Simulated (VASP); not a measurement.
# Rh (Fm-3m) in VASP: notebook

The runs below take Rh through single point, with PBEsol.

Everything below comes from runs of VASP 6.6.1. Logs are shortened: lines on timing, memory, paths and dates and some standing lists are left out, and cuts for length are marked.

## (1) The structure

The structure is cubic, space group Fm-3m (No. 225). Conventional cell: a = 3.779 Å, b = 3.779 Å, c = 3.779 Å, α = 90.00°, β = 90.00°, γ = 90.00°. Rh (site symmetry m-3m) has 12 Rh at 2.67 Å as nearest neighbours.

## (2) Single point, PBEsol

File INCAR:

```
SYSTEM = Rh
PREC     = Accurate       ! precision mode
ENCUT    = 700            ! plane-wave cutoff, eV
EDIFF    = 1E-7           ! SCF threshold, eV
ISMEAR   = 0              ! smearing method
SIGMA    = 0.1            ! smearing width, eV
LREAL    = .False.        ! projectors in reciprocal space
LASPH    = .True.         ! aspherical terms in the spheres
NELM     = 80             ! most SCF steps
ALGO     = Fast           ! electronic algorithm
ISIF     = 2              ! what is computed and relaxed
LWAVE    = .False.        ! write WAVECAR
LCHARG   = .False.        ! write CHGCAR
GGA      = PS             ! functional
```

File KPOINTS:

```
regular mesh
0
Gamma
  18 18 18
  0 0 0
```

File POSCAR:

```
Rh
1.0
    0.0000000000      1.8896100000      1.8896100000
    1.8896100000      0.0000000000      1.8896100000
    1.8896100000      1.8896100000      0.0000000000
Rh
1
Direct
    0.0000000000      0.0000000000      0.0000000000
```

Potentials or basis: VASP PAW PBE potentials, release 64 (Rh_pv).

Run with:

```
> cat potpaw_PBE.64/Rh_pv/POTCAR > POTCAR
> mpirun -np 1 vasp_std > vasp.out
```

OUTCAR:

```text
SYSTEM = Rh
   PREC = Accurate
   ENCUT = 700
   EDIFF = 1E-7
   ISMEAR = 0
   LREAL = .False.
   LASPH = .True.
   NELM = 80
   ISIF = 2
   GGA = PS

 ion  position               nearest neighbor table
   1  0.000  0.000  0.000-

  LATTYP: Found a face centered cubic cell.
 ALAT       =     3.7792200000

  Lattice vectors:

 A1 = (   0.0000000000,   1.8896100000,   1.8896100000)
 A2 = (   1.8896100000,   0.0000000000,   1.8896100000)
 A3 = (   1.8896100000,   1.8896100000,   0.0000000000)

Analysis of symmetry for initial positions (statically):
=====================================================================
 Subroutine PRICEL returns:
 Original cell was already a primitive cell.

 Routine SETGRP: Setting up the symmetry group for a
 face centered cubic supercell.

 Subroutine GETGRP returns: Found 48 space group operations
 (whereof 48 operations were pure point group operations)
 out of a pool of 48 trial point group operations.

The static configuration has the point symmetry O_h .

Analysis of symmetry for dynamics (positions and initial velocities):
=====================================================================
 Subroutine PRICEL returns:
 Original cell was already a primitive cell.

 Routine SETGRP: Setting up the symmetry group for a
 face centered cubic supercell.

 Subroutine GETGRP returns: Found 48 space group operations
 (whereof 48 operations were pure point group operations)
 out of a pool of 48 trial point group operations.

The dynamic configuration has the point symmetry O_h .

 Subroutine INISYM returns: Found 48 space group operations
 (whereof 48 operations are pure point group operations),
 and found     1 'primitive' translations

----------------------------------------------------------------------------------------

                                     Primitive cell

  volume of cell :      13.4942

  direct lattice vectors                    reciprocal lattice vectors
     0.000000000  1.889610000  1.889610000    -0.264604866  0.264604866  0.264604866
     1.889610000  0.000000000  1.889610000     0.264604866 -0.264604866  0.264604866
     1.889610000  1.889610000  0.000000000     0.264604866  0.264604866 -0.264604866

  length of vectors
     2.672312090  2.672312090  2.672312090     0.458309071  0.458309071  0.458309071

  position of ions in fractional coordinates (direct lattice)
     0.000000000  0.000000000  0.000000000

  ion indices of the primitive-cell ions
   primitive index   ion index
                 1           1

----------------------------------------------------------------------------------------

 KPOINTS: regular mesh

Automatic generation of k-mesh.
 Grid dimensions read from file:
 generate k-points for:   18   18   18

 Generating k-lattice:

  Cartesian coordinates                     Fractional coordinates (reciprocal lattice)
    -0.014700270  0.014700270  0.014700270     0.055555556  0.000000000  0.000000000
     0.014700270 -0.014700270  0.014700270     0.000000000  0.055555556  0.000000000
     0.014700270  0.014700270 -0.014700270     0.000000000  0.000000000  0.055555556

  Length of vectors
     0.025461615  0.025461615  0.025461615

  Shift w.r.t. Gamma in fractional coordinates (k-lattice)
     0.000000000  0.000000000  0.000000000

 Subroutine IBZKPT returns following result:
 ===========================================

 Found    195 irreducible k-points:

 Following reciprocal coordinates:
            Coordinates               Weight
  0.000000  0.000000  0.000000      1.000000
  0.055556  0.000000  0.000000      8.000000
  0.111111  0.000000  0.000000      8.000000
  0.166667  0.000000  0.000000      8.000000
  0.222222  0.000000  0.000000      8.000000
  0.277778  0.000000  0.000000      8.000000
[... 16 lines left out ...]
 -0.277778  0.055556  0.000000     24.000000
 -0.222222  0.055556  0.000000     24.000000
 [... further k-points ...]
   k-points           NKPTS =    195   k-points in BZ     NKDIM =    195   number of bands    NBANDS=     11
   number of dos      NEDOS =    301   number of ions     NIONS =      1
   total plane-waves  NPLWV =  13824
   dimension x,y,z NGX =    24 NGY =   24 NGZ =   24
   dimension x,y,z NGXF=    48 NGYF=   48 NGZF=   48
   ions per type =               1
   NGX,Y,Z   is equivalent  to a cutoff of  14.93, 14.93, 14.93 a.u.
   NGXF,Y,Z  is equivalent  to a cutoff of  29.86, 29.86, 29.86 a.u.
 SYSTEM =  Rh
   PREC   = accura    normal or accurate (medium, high low for compatibility)
   ISTART =      0    job   : 0-new  1-cont  2-samecut
   ICHARG =      2    charge: 1-file 2-atom 10-const
   ISPIN  =      1    spin polarized calculation?
   LNONCOLLINEAR =      F non collinear calculations
   LSORBIT =      F    spin-orbit coupling
   LASPH  =      T    aspherical Exc in radial PAW
   ENCUT  =  700.0 eV  51.45 Ry    7.17 a.u.   5.76  5.76  5.76*2*pi/ulx,y,z
   NELM   =     80;   NELMIN=  2; NELMDL= -5     # of ELM steps
   EDIFF  = 0.1E-06   stopping-criterion for ELM
   LREAL  =      F    real-space projection
   EDIFFG = 0.1E-05   stopping-criterion for IOM
   NSW    =      0    number of steps for IOM
   IBRION =     -1    ionic relax: 0-MD 1-quasi-New 2-CG
   NFREE  =      0    steps in history (QN), initial steepest desc. (CG)
   ISIF   =      2    stress and relaxation
   ISYM   =      2    0-nonsym 1-usesym 2-fastsym
   POTIM  = 0.5000    time-step for ionic-motion
   TEBEG  =    0.0;   TEEND  =   0.0 temperature during run
   PSTRESS=    0.0 pullay stress
   NELECT =      15.0000    total number of electrons
   NUPDOWN=      -1.0000    fix difference up-down
   EMIN   =  10.00;   EMAX   =-10.00  energy-range for DOS
   EFERMI =   0.00;   METHOD = LEGACY
   ISMEAR =     0;   SIGMA  =   0.10  broadening in eV -4-tet -1-fermi 0-gaus
   EFERMI_NEDOS =   21; number of points for ismear=-14 and -15
   IALGO  =     68    algorithm
   IMIX   =      4    mixing-type and parameters
     AMIX     =   0.40;   BMIX     =  1.00
     AMIX_MAG =   1.60;   BMIX_MAG =  1.00
  volume/ion in A,a.u.               =      13.49        91.06
  Fermi-wavevector in a.u.,A,eV,Ry     =   1.695859  3.204709 39.129509  2.875938
  Thomas-Fermi vector in A             =   2.776827
   LORBIT       =      0    0 simple, 1 ext, 2 COOP (PROOUT), +10 PAW based schemes
   GGA     = PS    functional components
   LHFCALC =     F    Hartree Fock is set to
   AEXX    =    0.0000 exact exchange contribution
   IVDW    =     0    specifies the selected vdW correction
   LEPSILON=     F    determine dielectric tensor
   LRPA    =     F    only Hartree local field effects (RPA)
 non-spin polarized calculation
 RMM-DIIS sequential band-by-band and
 Gauss-broadening in eV      SIGMA  =   0.10
  energy-cutoff  :      700.00
  volume of cell :       13.49
 maximum number of plane-waves:       588
   NGX = 11   NGY = 11   NGZ = 11

 number of electron      15.0000002 magnetization

 Free energy of the ion-electron system (eV)
  ---------------------------------------------------
  ext. energy  EPLUGINS =         0.00000000
  ---------------------------------------------------
  free energy    TOTEN  =        -8.14175291 eV

  energy without entropy =       -8.13517021  energy(sigma->0) =       -8.13846156

 E-fermi :  12.1084     XC(G=0): -14.3392

 val. band max:       12.1016199099   @ k =   0.5000   0.2222   0.1111
 cond. band min:      12.1112296688   @ k =   0.5000   0.3889   0.0556
 fundamental gap:      0.0096097589
 Fermi energy:        12.1083642145

 k-point     1 :       0.0000    0.0000    0.0000
  band No.  band energies     occupation
      1     -34.2711      2.00000
      2     -34.2711      2.00000
      3     -34.2711      2.00000
      4       3.9084      2.00000
      5       8.9116      2.00000
      6       8.9116      2.00000
      7       8.9116      2.00000
      8      11.0864      2.00000
      9      11.0864      2.00000
     10      28.0206      0.00000
     11      33.5770      0.00000

 k-point     2 :       0.0556    0.0000    0.0000
  band No.  band energies     occupation
      1     -34.2957      2.00000
      2     -34.2744      2.00000
      3     -34.2744      2.00000
      4       4.0356      2.00000
      5       8.8537      2.00000
      6       8.9620      2.00000
      7       8.9620      2.00000
      8      11.0574      2.00000
      9      11.0574      2.00000
     10      28.2096      0.00000
     11      32.8785      0.00000

 k-point     3 :       0.1111    0.0000    0.0000
  band No.  band energies     occupation
      1     -34.3661      2.00000
      2     -34.2839      2.00000
      3     -34.2839      2.00000
      4       4.4003      2.00000
      5       8.7088      2.00000
      6       9.0940      2.00000
      7       9.0940      2.00000
      8      10.9946      2.00000
      9      10.9946      2.00000
     10      28.7172      0.00000
     11      31.4140      0.00000

 k-point     4 :       0.1667    0.0000    0.0000
  band No.  band energies     occupation
      1     -34.4731      2.00000
      2     -34.2983      2.00000
      3     -34.2983      2.00000
      4       4.9403      2.00000
      5       8.5675      2.00000
      6       9.2422      2.00000
      7       9.2422      2.00000
      8      10.9745      2.00000
      9      10.9745      2.00000
     10      29.3178      0.00000
     11      29.8195      0.00000
[... 239 lines left out ...]
 k-point    22 :      -0.3333    0.0556    0.0000
  band No.  band energies     occupation
      1     -34.8986      2.00000
      2     -34.3834      2.00000
      3     -34.3520      2.00000
      4       6.0330      2.00000
      5       9.0056      2.00000
      6       9.1162      2.00000
      7      10.0782      2.00000
      8      11.7462      2.00000
      9      12.5986      0.00000
     10      24.0936      0.00000
     11      28.6691      0.00000

 k-point    23 :      -0.2778    0.0556    0.0000
  band No.  band energies     occupation
      1     -34.7819      2.00000
      2     -34.3677      2.00000
      3     -34.3333      2.00000
      4       6.0291      2.00000
      5       9.0452      2.00000
      6       9.2653      2.00000
      7       9.2674      2.00000
      8      11.2620      2.00000
      9      12.0472      1.61292
     10      25.9061      0.00000
     11      29.3697      0.00000

 k-point    24 :      -0.2222    0.0556    0.0000
  band No.  band energies     occupation
      1     -34.6508      2.00000
      2     -34.3483      2.00000
      3     -34.3141      2.00000
      4       5.7703      2.00000
      5       8.5512      2.00000
      6       9.3169      2.00000
      7       9.3718      2.00000
      8      10.8787      2.00000
      9      11.5846      2.00000
     10      27.6375      0.00000
     11      29.8257      0.00000

 [... further k-points ...]

------------------------ aborting loop because EDIFF is reached ----------------------------------------

  FORCE on cell =-STRESS in cart. coord.  units (eV):
  Direction    XX          YY          ZZ          XY          YZ          ZX
  --------------------------------------------------------------------------------------
  -------------------------------------------------------------------------------------
  Total        0.0147326      0.0147326      0.0147326      0.0000000      0.0000000      0.0000000
  in kB        1.7492127      1.7492127      1.7492127      0.0000000      0.0000000      0.0000000
  external PRESSURE =       1.7492127 kB  Pullay stress =       0.0000000 kB

 VOLUME and BASIS-vectors are now :
 -----------------------------------------------------------------------------
  energy-cutoff  :      700.00
  volume of cell :       13.49
      direct lattice vectors                 reciprocal lattice vectors
     0.000000000  1.889610000  1.889610000    -0.264604866  0.264604866  0.264604866
     1.889610000  0.000000000  1.889610000     0.264604866 -0.264604866  0.264604866
     1.889610000  1.889610000  0.000000000     0.264604866  0.264604866 -0.264604866

 POSITION                                       TOTAL-FORCE (eV/Angst)
 -----------------------------------------------------------------------------------
      0.00000      0.00000      0.00000         0.000000     -0.000000     -0.000000
 -----------------------------------------------------------------------------------
    total drift:                               -0.000000     -0.000000     -0.000000

  FREE ENERGIE OF THE ION-ELECTRON SYSTEM (eV)
  ---------------------------------------------------
  free  energy   TOTEN  =        -8.1417529092 eV

  energy  without entropy=       -8.1351702097  energy(sigma->0) =       -8.13846156
```

Wall time 30 s (1 thread of AMD EPYC 9R14 (Zen 4), shared host); peak memory 0.14 GiB.

Results:

```yaml
Free_energy: -8.1418 eV
Pressure: 0.2 GPa
Band_gap_on_the_k_mesh: none (metal or under the smearing width)
```

Levels at points of the mesh, in eV from the Fermi level:
```
           k point  band 5  band 6  band 7  band 8  band 9  band 10
(0.00, 0.00, 0.00)   -3.20   -3.20   -3.20   -1.02   -1.02    15.91
(0.50, 0.00, 0.00)   -3.27   -3.27    0.59    0.59    0.62     8.77
(0.50, 0.50, 0.00)   -6.16    0.57    1.02    1.02    3.20    12.46
```

Caveat: the PAW data sets were made with another functional, which shifts forces and pressure a little.

[end of part 1 of 2]
